Whoever simulates electron transport through a layer of four-coordinate MgS must decide whether one electron mass is enough, and up to what energy. That choice rests on how the lowest empty level climbs away from its minimum. The question here is how far the simple one-valley picture reaches, and what ends it.

Ansatz 0.2.0, PBE with plane waves and PAW, scalar-relativistic and without spin polarisation, for tetragonal MgS (P4_2/mnm, 8 atoms); cutoff 420 eV, 4×4×6 k mesh, Gaussian smearing 0.02 eV. Band distance accumulates along Γ–X–M–Γ–Z–R–A–Z, then X–R and M–A, with the factor 2π included.

| row | band distance (1/Å) | level b1 from the Fermi level (eV) | level a1 from the Fermi level (eV) | level a2 from the Fermi level (eV) |
| --- | --- | --- | --- | --- |
| 1 | 0.000 | -1.677 | 1.677 | 3.074 |
| 2 | 0.196 | -1.798 | 2.128 | 3.153 |
| 3 | 0.392 | -1.962 | 2.925 | 3.266 |
| 4 | 0.587 | -2.038 | 3.071 | 3.071 |
| 5 | 0.783 | -2.161 | 3.159 | 3.159 |
| 6 | 1.006 | -2.146 | 3.155 | 3.242 |
| 7 | 1.283 | -1.776 | 2.469 | 2.923 |
| 8 | 1.560 | -1.677 | 1.677 | 3.074 |
| 9 | 1.890 | -1.874 | 2.765 | 3.437 |
| 10 | 2.220 | -2.335 | 3.263 | 3.818 |
| 11 | 2.460 | -2.434 | 3.523 | 3.523 |
| 12 | 2.656 | -2.176 | 3.490 | 3.490 |
| 13 | 2.852 | -2.116 | 3.372 | 3.372 |
| 14 | 3.047 | -2.211 | 2.961 | 2.961 |
| 15 | 3.243 | -2.185 | 2.836 | 2.836 |
| 16 | 3.520 | -2.237 | 3.027 | 3.161 |
| 17 | 3.797 | -2.466 | 3.494 | 3.501 |
| 18 | 4.054 | -2.051 | 3.391 | 3.391 |
| 19 | 4.384 | -2.174 | 3.751 | 3.751 |
| 20 | 4.659 | -2.232 | 3.259 | 3.259 |
| 21 | 4.989 | -2.072 | 3.726 | 3.726 |
| 22 | 5.319 | -2.150 | 2.913 | 2.913 |

The levels a1 and a2 are the lowest and second lowest empty levels at each wave vector, and b1 is the highest filled one. Rows 1 and 8 are both the zone centre Γ, where a1 is lowest and b1 highest, so the gap is direct. It amounts to 3.35 eV at the PBE level, which usually makes such gaps too small. The zero of energy sits at midgap, so only differences between levels carry physics.

**The simple pattern**

Near Γ the electron wave is long compared with the distance between atoms. A simple model then builds its energy from two states alone, the lowest empty one and one at the top of the filled levels, separated by the gap $E_g$ and coupled by a term $Vk$ that grows with the wave vector $k$. Which filled state takes part can change with direction, but the three highest lie within 0.1 eV of each other at Γ, so one gap serves for all. Counting the energy $E$ from the conduction minimum, the two-level problem gives $E(E+E_g)=V^2k^2$. Dividing by $E_g$ and naming the coefficient of $k^2$ through a mass $m$ gives

$$E\left(1+\frac{E}{E_g}\right)=\frac{\hbar^2k^2}{2m}.$$

For small $k$ this is the familiar parabola; further out the curve bends below that parabola and approaches a straight line, so it never stops rising. The mass is the only adjustable number, and it was set by least squares on rows 2, 7 and 9. These rows lie a little less than halfway from Γ to the zone boundary, in the directions of X, M and Z.

One mass of 0.29 free-electron masses serves all three directions, with misses of at most 0.02 eV. A plain parabola with one mass misses by up to 0.06 eV. That alone does not prove the flattening, because each direction has only one row here and unequal masses could mimic it. Rows 2 and 3 do show it within a single direction: the wave vector doubles, but the level rises less than three times as far, where a parabola would give four. The agreement between directions is notable because the cell is much shorter along one axis than along the other two. A likely reason is that the lowest empty state is mainly s-like and so has no preferred direction; the level energies alone do not test this.

**The rows that break it**

Row 3 lies in the same direction as row 2 but twice as far out, and it took no part in the fit. With $k=0.392$ Å⁻¹ and $\hbar^2/2m=3.81/0.291=13.1$ eV Å², the right-hand side is

$$13.1\times0.392^2\approx2.01\ \text{eV}.$$

Solving for the energy gives

$$E=\frac{3.35}{2}\left(\sqrt{1+\frac{4\times2.01}{3.35}}-1\right)\approx1.41\ \text{eV}.$$

The calculated level rises by only $2.925-1.677=1.248$ eV. The curve is therefore too high by about 0.17 eV, or 13% of the calculated rise.

This is the mildest break. Rows 6 and 10 lie equally close to the end of their lines toward M and Z, and there the curve is too high by 0.9 and 1.4 eV. From row 9 to row 10, both toward Z, the wave vector doubles, yet the level gains only about 0.5 eV where the curve gains 1.9 eV. It behaves as if it had met a ceiling.

**What sets the ceiling**

The two-level formula treats all other empty levels as remote. In this eight-atom cell they are not: at Γ itself, a2 lies only 1.4 eV above a1. In rows 6 and 10 the extrapolated curve would even run above a2, which a level called the lowest cannot do. The assumption behind the formula has failed there, and the table shows it directly.

Theory supplies the rest of the explanation. Where two levels of the same symmetry approach, they mix and push each other apart, so the lower one is held down. Where their symmetries differ, they cross, and the name a1 passes to the other state. Both routes leave a1 below the one-valley curve. In row 3 the curve still runs below a2, and neither level sits on it, so a crossing alone cannot explain the miss: the level itself has been held down. Farther out, the order of the levels does not reveal which route acts.

One might instead blame a gap that opens at the zone boundary and bends the level flat. On the side faces of the zone, however, a1 and a2 coincide in every row, for instance at M in row 20. A screw axis of the crystal, combined with time reversal, forces them to pair. No gap opens between these two levels there, so a gap between them cannot be what flattens the curve toward X and M. Along the line to X, moreover, the two levels that meet at X differ in symmetry under the screw axis, so they cannot push each other apart. What holds a1 down in row 3 is therefore probably a push from still higher levels, which the table does not hold.

**A second valley**

The largest break is of another kind. At the zone corner A, row 15, the one-valley curve would place the electron 5.2 eV above the minimum, but the calculated level lies only 1.16 eV above it. Along the three sampled lines that meet at A, the level rises again on leaving the corner. A is thus a side valley along these lines, and no adjustment of the mass at Γ could produce it.

For transport this matters more than the exact shape of the curve. An electron heated by a strong field to somewhat more than 1 eV could scatter into the side valley, where the mass fitted at Γ no longer applies. The height of that valley is a PBE value. It may shift with the functional, because states at Γ and at A need not be built from the same orbitals.

**Beside a neighbouring sulfide**

Cadmium sulfide, also tetrahedral, has a smaller gap. In the formula above, a smaller $E_g$ at similar coupling means a lighter electron and a curve that leaves the parabola at lower energy. The ceiling and the side valleys follow a different quantity, the spacing of the empty levels among themselves. A small gap therefore does not by itself bring the side valleys closer. The usual form of MgS is six-coordinate rocksalt, and the tetragonal cell used here may be no more than a model structure. The crystal form of a real layer therefore has to be established before these valleys are applied to it.

The printed analysis below gives the comparison for each row. The fitted rows reach 0.45 eV above the conduction minimum toward X, 0.8 eV toward M and 1.1 eV toward Z. A cautious rule for this form of MgS is therefore to use one mass, with the flattening included, up to about 0.5 eV, and to check the levels toward X before going higher. From about 1.2 eV the valley at A has to be added, and the calculated levels should replace the curve. For a related crystal, the distance from a1 to a2 at Γ, taken in the primitive cell, gives a first warning: where the one-valley curve predicts a greater rise than that, it should not be trusted without a check. It can also fail sooner, because side valleys may lie lower, so the levels away from Γ have to be inspected as well.

Printed output of the fit:

```
direct gap at Gamma (eV): 3.354
common mass from the two-band curve (free-electron masses): 0.2908
smallest mass from a single inner row (free-electron masses): 0.2854
largest mass from a single inner row (free-electron masses): 0.2983
largest miss of the two-band curve in the inner rows (eV): 0.01707
largest miss of the parabola in the inner rows (eV): 0.05885
outer rise over inner rise toward X: 2.767
outer rise over inner rise toward M: 1.866
outer rise over inner rise toward Z: 1.458
same ratio for one cosine flat at the zone end: 2.445
height of the side valley at A above Gamma (eV): 1.159
largest rise of a1 from Gamma (eV): 2.074
Lowest empty level against the one-valley curve (k in 1/angstrom and energies in eV):
  row       k  a1 rise   curve  curve less a1  parabola less a1  curve less a2  a2 less a1  a1 above A
    1       0        0       0              0                 0         -1.397       1.397      -1.159
    2  0.1958    0.451  0.4435      -0.007521          -0.05885         -1.033       1.025      -0.708
    3  0.3916    1.248   1.413         0.1651            0.3206        -0.1759       0.341       0.089
    4  0.4751    1.394   1.891         0.4969            0.9154         0.4969           0       0.235
    5  0.5614    1.482   2.405         0.9226             1.742         0.9226           0       0.323
    6  0.5538    1.478   2.358         0.8805             1.659         0.7935       0.087       0.319
    7  0.2769    0.792  0.8091        0.01707         -0.007691        -0.4369       0.454      -0.367
    8       0        0       0              0                 0         -1.397       1.397      -1.159
    9    0.33    1.088   1.079      -0.008746           0.02613        -0.6807       0.672      -0.071
   10    0.66    1.586   3.008          1.422             2.871         0.8672       0.555       0.427
   11   0.781    1.846   3.765          1.919             4.394          1.919           0       0.687
   12  0.8363    1.813   4.114          2.301             5.342          2.301           0       0.654
   13  0.8977    1.695   4.505           2.81             6.549           2.81           0       0.536
   14  0.9326    1.284   4.728          3.444             7.614          3.444           0       0.125
   15   1.005    1.159   5.193          4.034             9.177          4.034           0           0
   16  0.8539     1.35   4.226          2.876              6.11          2.742       0.134       0.191
   17  0.7755    1.817    3.73          1.913             4.336          1.906       0.007       0.658
   18  0.4857    1.714   1.953         0.2391            0.6996         0.2391           0       0.555
   19  0.6736    2.074   3.092          1.018             2.568          1.018           0       0.915
   20   0.646    1.582   2.922           1.34             2.688           1.34           0       0.423
   21  0.7255    2.049   3.416          1.367             3.335          1.367           0        0.89
   22  0.9236    1.236    4.67          3.434             7.491          3.434           0       0.077
```
